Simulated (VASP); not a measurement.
# AgCl (Fm-3m) in VASP: a series of runs

Runs on AgCl. Level: PBE+D3(BJ). Tasks: single point, relaxation of cell and atoms.

Everything below comes from runs of VASP 6.6.1. Logs are shortened: lines on timing, memory, paths and dates and some standing lists are left out, and cuts for length are marked.

**The experiment to reproduce.**

From a printed reference work, data compilation, for a bulk crystal of AgCl: band gap 3.249 eV (indirect).

The results are compared with them further down.

## 1. The cell of the first run

It takes space group Fm-3m (No. 225, cubic). The conventional cell has a = 5.546 Å, b = 5.546 Å, c = 5.546 Å, α = 90.00°, β = 90.00°, γ = 90.00°. Ag (site symmetry m-3m) has 6 Cl at 2.77 Å within 3.7 Å. Within 3.7 Å of Cl (site symmetry m-3m) lie 6 Ag at 2.77 Å.

## 2. Single point, PBE+D3(BJ)

File INCAR:

```
PREC = Accurate
ENCUT = 520
EDIFF = 1E-7
ISMEAR = 0
SIGMA = 0.1
LREAL = F
LASPH = T
NELM = 60
ALGO = Normal
ISIF = 2
LWAVE = F
LCHARG = F
GGA = PE
IVDW = 12
NBANDS = 16
```

File KPOINTS:

```
Automatic mesh
0
Gamma
  6 6 6
```

File POSCAR:

```
AgCl
1.0
    0.0000000000      2.7731500000      2.7731500000
    2.7731500000      0.0000000000      2.7731500000
    2.7731500000      2.7731500000      0.0000000000
Ag Cl
1 1
Direct
    0.5000000000      0.5000000000      0.5000000000
    0.0000000000      0.0000000000      0.0000000000
```

Potentials or basis: VASP PAW PBE potentials, release 64 (Ag, Cl).

Run with:

```sh
cat potpaw_PBE.64/Ag/POTCAR potpaw_PBE.64/Cl/POTCAR > POTCAR
mpirun -np 1 vasp_std > vasp.out
```

OUTCAR:

```text
PREC = Accurate
   ENCUT = 520
   EDIFF = 1E-7
   ISMEAR = 0
   LREAL = F
   LASPH = T
   NELM = 60
   ISIF = 2
   GGA = PE
   IVDW = 12
 IVDW          = 12

 ion  position               nearest neighbor table
   1  0.500  0.500  0.500-   2 2.77   2 2.77   2 2.77   2 2.77   2 2.77   2 2.77
   2  0.000  0.000  0.000-   1 2.77   1 2.77   1 2.77   1 2.77   1 2.77   1 2.77

  LATTYP: Found a face centered cubic cell.
 ALAT       =     5.5463000000

  Lattice vectors:

 A1 = (   0.0000000000,   2.7731500000,   2.7731500000)
 A2 = (   2.7731500000,   0.0000000000,   2.7731500000)
 A3 = (   2.7731500000,   2.7731500000,   0.0000000000)

Analysis of symmetry for initial positions (statically):
=====================================================================
 Subroutine PRICEL returns:
 Original cell was already a primitive cell.

 Routine SETGRP: Setting up the symmetry group for a
 face centered cubic supercell.

 Subroutine GETGRP returns: Found 48 space group operations
 (whereof 48 operations were pure point group operations)
 out of a pool of 48 trial point group operations.

The static configuration has the point symmetry O_h .

Analysis of symmetry for dynamics (positions and initial velocities):
=====================================================================
 Subroutine PRICEL returns:
 Original cell was already a primitive cell.

 Routine SETGRP: Setting up the symmetry group for a
 face centered cubic supercell.

 Subroutine GETGRP returns: Found 48 space group operations
 (whereof 48 operations were pure point group operations)
 out of a pool of 48 trial point group operations.

The dynamic configuration has the point symmetry O_h .

 Subroutine INISYM returns: Found 48 space group operations
 (whereof 48 operations are pure point group operations),
 and found     1 'primitive' translations

----------------------------------------------------------------------------------------

                                     Primitive cell

  volume of cell :      42.6530

  direct lattice vectors                    reciprocal lattice vectors
     0.000000000  2.773150000  2.773150000    -0.180300380  0.180300380  0.180300380
     2.773150000  0.000000000  2.773150000     0.180300380 -0.180300380  0.180300380
     2.773150000  2.773150000  0.000000000     0.180300380  0.180300380 -0.180300380

  length of vectors
     3.921826340  3.921826340  3.921826340     0.312289420  0.312289420  0.312289420

  position of ions in fractional coordinates (direct lattice)
     0.500000000  0.500000000  0.500000000
     0.000000000  0.000000000  0.000000000

  ion indices of the primitive-cell ions
   primitive index   ion index
                 1           1
                 2           2

----------------------------------------------------------------------------------------

 KPOINTS: Automatic mesh

Automatic generation of k-mesh.
 Grid dimensions read from file:
 generate k-points for:    6    6    6

 Generating k-lattice:

  Cartesian coordinates                     Fractional coordinates (reciprocal lattice)
    -0.030050063  0.030050063  0.030050063     0.166666667  0.000000000  0.000000000
     0.030050063 -0.030050063  0.030050063     0.000000000  0.166666667  0.000000000
     0.030050063  0.030050063 -0.030050063     0.000000000  0.000000000  0.166666667

  Length of vectors
     0.052048237  0.052048237  0.052048237

  Shift w.r.t. Gamma in fractional coordinates (k-lattice)
     0.000000000  0.000000000  0.000000000

 Subroutine IBZKPT returns following result:
 ===========================================

 Found     16 irreducible k-points:

 Following reciprocal coordinates:
            Coordinates               Weight
  0.000000  0.000000  0.000000      1.000000
  0.166667  0.000000  0.000000      8.000000
  0.333333  0.000000  0.000000      8.000000
  0.500000  0.000000  0.000000      4.000000
  0.166667  0.166667  0.000000      6.000000
  0.333333  0.166667  0.000000     24.000000
[... 8 lines left out ...]
 -0.333333  0.333333  0.166667     24.000000
 -0.333333  0.500000  0.166667     12.000000
   k-points           NKPTS =     16   k-points in BZ     NKDIM =     16   number of bands    NBANDS=     16
   number of dos      NEDOS =    301   number of ions     NIONS =      2
   total plane-waves  NPLWV =  27000
   dimension x,y,z NGX =    30 NGY =   30 NGZ =   30
   dimension x,y,z NGXF=    60 NGYF=   60 NGZF=   60
   ions per type =               1   1
   NGX,Y,Z   is equivalent  to a cutoff of  12.72, 12.72, 12.72 a.u.
   NGXF,Y,Z  is equivalent  to a cutoff of  25.43, 25.43, 25.43 a.u.
 SYSTEM =  unknown system
   PREC   = accura    normal or accurate (medium, high low for compatibility)
   ISTART =      0    job   : 0-new  1-cont  2-samecut
   ICHARG =      2    charge: 1-file 2-atom 10-const
   ISPIN  =      1    spin polarized calculation?
   LNONCOLLINEAR =      F non collinear calculations
   LSORBIT =      F    spin-orbit coupling
   LASPH  =      T    aspherical Exc in radial PAW
   ENCUT  =  520.0 eV  38.22 Ry    6.18 a.u.   7.29  7.29  7.29*2*pi/ulx,y,z
   NELM   =     60;   NELMIN=  2; NELMDL= -5     # of ELM steps
   EDIFF  = 0.1E-06   stopping-criterion for ELM
   LREAL  =      F    real-space projection
   EDIFFG = 0.1E-05   stopping-criterion for IOM
   NSW    =      0    number of steps for IOM
   IBRION =     -1    ionic relax: 0-MD 1-quasi-New 2-CG
   NFREE  =      0    steps in history (QN), initial steepest desc. (CG)
   ISIF   =      2    stress and relaxation
   ISYM   =      2    0-nonsym 1-usesym 2-fastsym
   POTIM  = 0.5000    time-step for ionic-motion
   TEBEG  =    0.0;   TEEND  =   0.0 temperature during run
   PSTRESS=    0.0 pullay stress
   NELECT =      18.0000    total number of electrons
   NUPDOWN=      -1.0000    fix difference up-down
   EMIN   =  10.00;   EMAX   =-10.00  energy-range for DOS
   EFERMI =   0.00;   METHOD = LEGACY
   ISMEAR =     0;   SIGMA  =   0.10  broadening in eV -4-tet -1-fermi 0-gaus
   EFERMI_NEDOS =   21; number of points for ismear=-14 and -15
   IALGO  =     38    algorithm
   IMIX   =      4    mixing-type and parameters
     AMIX     =   0.40;   BMIX     =  1.00
     AMIX_MAG =   1.60;   BMIX_MAG =  1.00
  volume/ion in A,a.u.               =      21.33       143.92
  Fermi-wavevector in a.u.,A,eV,Ry     =   1.227955  2.320498 20.515850  1.507872
  Thomas-Fermi vector in A             =   2.362898
   LORBIT       =      0    0 simple, 1 ext, 2 COOP (PROOUT), +10 PAW based schemes
   GGA     = PE    functional components
   LHFCALC =     F    Hartree Fock is set to
   AEXX    =    0.0000 exact exchange contribution
   IVDW    =    12    specifies the selected vdW correction
   LEPSILON=     F    determine dielectric tensor
   LRPA    =     F    only Hartree local field effects (RPA)
 non-spin polarized calculation
 Gauss-broadening in eV      SIGMA  =   0.10
  energy-cutoff  :      520.00
  volume of cell :       42.65
 maximum number of plane-waves:      1167
 NGX is ok and might be reduce to    30
   NGX = 15   NGY = 15   NGZ = 15

 number of electron      18.0000005 magnetization

 Free energy of the ion-electron system (eV)
  ---------------------------------------------------
  ext. energy  EPLUGINS =         0.00000000
  ---------------------------------------------------
  free energy    TOTEN  =        -5.39394951 eV

  energy without entropy =       -5.39394951  energy(sigma->0) =       -5.39394951

 E-fermi :   4.2768     XC(G=0):  -9.9650

 val. band max:        3.8177138047   @ k =   0.5000   0.0000   0.0000
 cond. band min:       4.7265203774   @ k =   0.0000   0.0000   0.0000
 fundamental gap:      0.9088065727
 Fermi energy:         4.2768461100

 k-point     1 :       0.0000    0.0000    0.0000
  band No.  band energies     occupation
      1     -11.3305      2.00000
      2       1.3784      2.00000
      3       1.3784      2.00000
      4       1.3784      2.00000
      5       1.4195      2.00000
      6       1.4195      2.00000
[... 8 lines left out ...]
     15      17.1343      0.00000
     16      17.1343      0.00000

 k-point     2 :       0.1667    0.0000    0.0000
  band No.  band energies     occupation
      1     -11.2274      2.00000
      2       0.3209      2.00000
      3       0.5152      2.00000
      4       0.5152      2.00000
      5       1.4691      2.00000
      6       1.4691      2.00000
[... 8 lines left out ...]
     15      15.7994      0.00000
     16      16.4958      0.00000

 k-point     3 :       0.3333    0.0000    0.0000
  band No.  band energies     occupation
      1     -11.0078      2.00000
      2      -0.9238      2.00000
      3      -0.1161      2.00000
      4      -0.1161      2.00000
      5       1.6503      2.00000
      6       1.6503      2.00000
[... 8 lines left out ...]
     15      16.6519      0.00000
     16      16.6519      0.00000

 k-point     4 :       0.5000    0.0000    0.0000
  band No.  band energies     occupation
      1     -10.8902      2.00000
      2      -1.4211      2.00000
      3      -0.3375      2.00000
      4      -0.3375      2.00000
      5       1.7449      2.00000
      6       1.7449      2.00000
[... 8 lines left out ...]
     15      17.5448      0.00000
     16      17.5448      0.00000
[... 172 lines left out ...]
 k-point    14 :       0.5000    0.3333    0.1667
  band No.  band energies     occupation
      1     -10.9135      2.00000
      2      -0.8419      2.00000
      3      -0.1312      2.00000
      4       0.1835      2.00000
      5       1.5688      2.00000
      6       1.7498      2.00000
[... 8 lines left out ...]
     15      18.3244      0.00000
     16      19.8859      0.00000

 k-point    15 :      -0.3333    0.3333    0.1667
  band No.  band energies     occupation
      1     -10.8523      2.00000
      2      -0.7433      2.00000
      3      -0.2236      2.00000
      4      -0.1720      2.00000
      5       1.6746      2.00000
      6       1.7505      2.00000
[... 8 lines left out ...]
     15      17.3675      0.00000
     16      19.0324      0.00000

 k-point    16 :      -0.3333    0.5000    0.1667
  band No.  band energies     occupation
      1     -10.8481      2.00000
      2      -0.3629      2.00000
      3      -0.1883      2.00000
      4       0.1116      2.00000
      5       1.6459      2.00000
      6       1.8570      2.00000
[... 8 lines left out ...]
     15      18.1281      0.00000
     16      18.9596      0.00000

------------------------ aborting loop because EDIFF is reached ----------------------------------------

 Edisp (eV)   -0.66283

 E8    (eV) :    -0.2662

  FORCE on cell =-STRESS in cart. coord.  units (eV):
  Direction    XX          YY          ZZ          XY          YZ          ZX
  --------------------------------------------------------------------------------------
  -------------------------------------------------------------------------------------
  Total      -0.28074    -0.28074    -0.28074     0.00000    -0.00000    -0.00000
  in kB     -10.54531   -10.54531   -10.54531     0.00000    -0.00000    -0.00000
  external pressure =      -10.55 kB  Pullay stress =        0.00 kB

 VOLUME and BASIS-vectors are now :
 -----------------------------------------------------------------------------
  energy-cutoff  :      520.00
  volume of cell :       42.65
      direct lattice vectors                 reciprocal lattice vectors
     0.000000000  2.773150000  2.773150000    -0.180300380  0.180300380  0.180300380
     2.773150000  0.000000000  2.773150000     0.180300380 -0.180300380  0.180300380
     2.773150000  2.773150000  0.000000000     0.180300380  0.180300380 -0.180300380

 POSITION                                       TOTAL-FORCE (eV/Angst)
 -----------------------------------------------------------------------------------
      2.77315      2.77315      2.77315         0.000000     -0.000000     -0.000000
      0.00000      0.00000      0.00000        -0.000000      0.000000      0.000000
 -----------------------------------------------------------------------------------
    total drift:                                0.000000      0.000000      0.000000

  FREE ENERGIE OF THE ION-ELECTRON SYSTEM (eV)
  ---------------------------------------------------
  free  energy   TOTEN  =        -6.0567786135 eV

  energy  without entropy=       -6.0567786135  energy(sigma->0) =       -6.05677861
```

It took 5.8 s on 1 thread of AMD EPYC 9R45 (Zen 5), shared host; peak memory 0.15 GiB.

Results:

| Quantity | Value |
| --- | --- |
| Free energy | -6.0568 eV |
| Pressure | -1.1 GPa |
| Band gap on the k mesh | 0.91 eV, indirect (least direct gap 3.23 eV) |
| Dispersion energy per atom | -0.331 eV |

Levels at points of the mesh, in eV from the valence-band top:
```
           k point  band 7  band 8  band 9  band 10  band 11  band 12
(0.00, 0.00, 0.00)   -2.32   -2.32   -2.32     0.91    10.85    10.85
(0.50, 0.00, 0.00)   -1.76    0.00    0.00     4.24     6.53     7.67
(0.50, 0.50, 0.00)   -1.95   -1.95   -1.87     2.38     8.03     8.63
```

## 3. Single point, PBE+D3(BJ)

This run uses another cell than the first one, of 20.92 Å³/atom, 0.981 times its volume.

File INCAR:

```
SYSTEM = AgCl
PREC = Accurate
ENCUT = 520
EDIFF = 1E-6
ISMEAR = 0
SIGMA = 0.02
LREAL = .FALSE.
LASPH = .TRUE.
NELM = 100
ALGO = Normal
ISIF = 2
LWAVE = .FALSE.
LCHARG = .FALSE.
GGA = PE
IVDW = 12
NBANDS = 16
```

File KPOINTS:

```
regular mesh
0
G
  8 8 8
  0 0 0
```

File POSCAR:

```
AgCl
1.0
    0.0000000000      2.7553297189      2.7553297189
    2.7553297189      0.0000000000      2.7553297189
    2.7553297189      2.7553297189      0.0000000000
Ag Cl
1 1
Direct
    0.5000000000      0.5000000000      0.5000000000
    0.0000000000      0.0000000000      0.0000000000
```

Potentials or basis: VASP PAW PBE potentials, release 64 (Ag, Cl).

Run with:

```sh
cat potpaw_PBE.64/Ag/POTCAR potpaw_PBE.64/Cl/POTCAR > POTCAR
mpirun -np 1 vasp_std > vasp.out
```

Wall time 7.8 s (1 thread of AMD EPYC 9R45 (Zen 5), shared host); peak memory 0.15 GiB.

It converged, with:

| Property | Result |
| --- | --- |
| Free energy | -6.0600 eV |
| Pressure | -0.2 GPa |
| Band gap on the k mesh | 0.90 eV, indirect (least direct gap 3.24 eV) |
| Dispersion energy per atom | -0.338 eV |

Levels at points of the mesh, in eV from the valence-band top:
```tsv
k point	band 5	band 6	band 7	band 8	band 9	band 10	band 11	band 12	band 13	band 14
(0.00, 0.00, 0.00)	-2.48	-2.48	-2.40	-2.40	-2.40	0.90	10.85	10.85	10.85	12.35
(0.50, 0.00, 0.00)	-2.13	-2.13	-1.81	0.00	0.00	4.19	6.64	7.64	7.64	13.65
(0.50, 0.50, 0.00)	-2.86	-2.28	-2.01	-2.01	-1.91	2.35	8.00	8.70	11.61	11.61
```

## 4. Relaxation of cell and atoms, PBE+D3(BJ)

File INCAR:

```
SYSTEM = AgCl
  PREC = Accurate
  ENCUT = 600
  EDIFF = 1E-7
  ISMEAR = 0
  SIGMA = 0.02
  LREAL = .FALSE.
  LASPH = .TRUE.
  NELM = 80
  ALGO = Normal
  ISIF = 3
  LWAVE = .FALSE.
  LCHARG = .FALSE.
  GGA = PE
  IVDW = 12
  IBRION = 2
  NSW = 100
  EDIFFG = -0.005
```

KPOINTS is that of step 3.

File POSCAR:

```
AgCl
1.0
    0.0000000000      2.7731500000      2.7731500000
    2.7731500000      0.0000000000      2.7731500000
    2.7731500000      2.7731500000      0.0000000000
Ag Cl
1 1
Direct
    0.5000000000      0.5000000000      0.5000000000
    0.0000000000      0.0000000000      0.0000000000
```

Run with:

```sh
cat potpaw_PBE.64/Ag/POTCAR potpaw_PBE.64/Cl/POTCAR > POTCAR
mpirun -np 1 vasp_std > vasp.out
```

It took 15 s on 1 thread of AMD EPYC 9R45 (Zen 5), shared host; peak memory 0.17 GiB.

It converged, with:

| Quantity | Value |
| --- | --- |
| Free energy | -6.0602 eV |
| Relaxed volume | 20.87 Å³/atom |
| Relaxed cell | a = 3.894 Å, b = 3.894 Å, c = 3.894 Å, α = 60.00°, β = 60.00°, γ = 60.00° |
| Space group after relaxing (to 0.05 Å) | Fm-3m (No. 225) |
| Energy gained by relaxing | 1.5 meV/atom |
| Ionic steps | 3 |
| Pressure after relaxing | 0.0 GPa |
| Band gap on the k mesh | 0.91 eV, indirect (least direct gap 3.25 eV) |
| Dispersion energy per atom | -0.339 eV |

Step by step:
```csv
step,energy change (eV),largest force (eV/Å),pressure (GPa),volume (Å³)
1,0.0000,0.0000,-1.03,42.65
2,-0.0030,0.0000,-0.08,41.81
3,-0.0030,0.0000,0.00,41.75
```

Final structure:
```
CELL_PARAMETERS angstrom
0.00000 2.75338 2.75338
2.75338 0.00000 2.75338
2.75338 2.75338 0.00000
ATOMIC_POSITIONS crystal
Ag 0.50000 0.50000 0.50000
Cl 0.00000 0.00000 0.00000
```

Levels at points of the mesh, in eV from the valence-band top:
| k point | band 7 | band 8 | band 9 | band 10 | band 11 | band 12 |
| --- | --- | --- | --- | --- | --- | --- |
| (0.00, 0.00, 0.00) | -2.41 | -2.41 | -2.41 | 0.91 | 10.85 | 10.85 |
| (0.50, 0.00, 0.00) | -1.82 | 0.00 | 0.00 | 4.19 | 6.65 | 7.63 |
| (0.50, 0.50, 0.00) | -2.02 | -2.02 | -1.92 | 2.35 | 7.99 | 8.70 |

## 5. Overview

| task | cell | k mesh | cutoff (eV) | smearing | gap on the mesh (eV) | pressure (GPa) |
| --- | --- | --- | --- | --- | --- | --- |
| single point | a = 3.922 Å, angles 60.0°, 2 atoms | 6 × 6 × 6 | 520 | gaussian 0.1 eV | 0.91 | -1.1 |
| single point | a = 3.897 Å, angles 60.0°, 2 atoms | 8 × 8 × 8 | 520 | gaussian 0.02 eV | 0.90 | -0.2 |
| relaxation of cell and atoms | relaxed from a = 3.922 Å, angles 60.0°, 2 atoms | 8 × 8 × 8 | 600 | gaussian 0.02 eV | 0.91 | 0.0 |

Alike in all rows: level PBE+D3(BJ); potentials or basis VASP PAW PBE potentials, release 64 (Ag, Cl); no spin polarisation.

Total energies depend on the potentials used, so only differences within one code and one set of settings carry meaning.

## 6. Comparison with measurements

Step 2. Against the measured gap of AgCl, 3.249 eV (indirect; a printed reference work, data compilation), the calculated 0.91 eV is off by -2.34 eV. So large a miss can be the level of theory's own, or it may mean another phase, state or a wrong row. Spin-orbit coupling on Ag is left out. The value is that of PBE+D3(BJ) on a finite k mesh, which can miss the band edges, without temperature or zero-point motion. Semilocal functionals fall short of measured gaps as a rule.

Step 3. Against the measured gap of AgCl, 3.249 eV (indirect; a printed reference work, data compilation), the calculated 0.90 eV is off by -2.34 eV. So large a miss can be the level of theory's own, or it may mean another phase, state or a wrong row. Spin-orbit coupling on Ag is left out. The value is that of PBE+D3(BJ) on a finite k mesh, which can miss the band edges, without temperature or zero-point motion. Semilocal functionals fall short of measured gaps as a rule.
